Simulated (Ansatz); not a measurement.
Input and command of a plane-wave DFT calculation in Ansatz:

```yaml
crystal:
  lattice:
    - [0.0, 3.227, 3.227]
    - [3.227, 0.0, 3.227]
    - [3.227, 3.227, 0.0]
  atoms:
    - { symbol: Te, position: [0.4945219493, 0.5, 0.5] }
    - { symbol: Pb, position: [0.0, 0.0, 0.0] }
basis:
  ecutwfc: 420
kpoints:
  mp_grid: { grid: [8, 8, 8] }
hamiltonian:
  xc: pbe
scf:
  occupations: { method: gaussian, width: 0.05 }
output:
  forces: true
  stress: true
  eigenvalues: true
```

```bash
ansatz run input.yaml --threads 1 --pin off --max-ram 2560MiB --backend cpu --events-out ev --progress --plain --runs-dir out
```

Processor: Arm Neoverse V1, 1 thread, on a host shared with other jobs.

**Question.** How long does it run, and how much memory does it take?

**Answer.** About 12 s on 1 thread of Arm Neoverse V1 (shared host), peak memory 0.41 GiB. It solves 19 bands at 95 k points (the mesh reduced by symmetry) with about 1363 plane waves, in 6 SCF iterations.
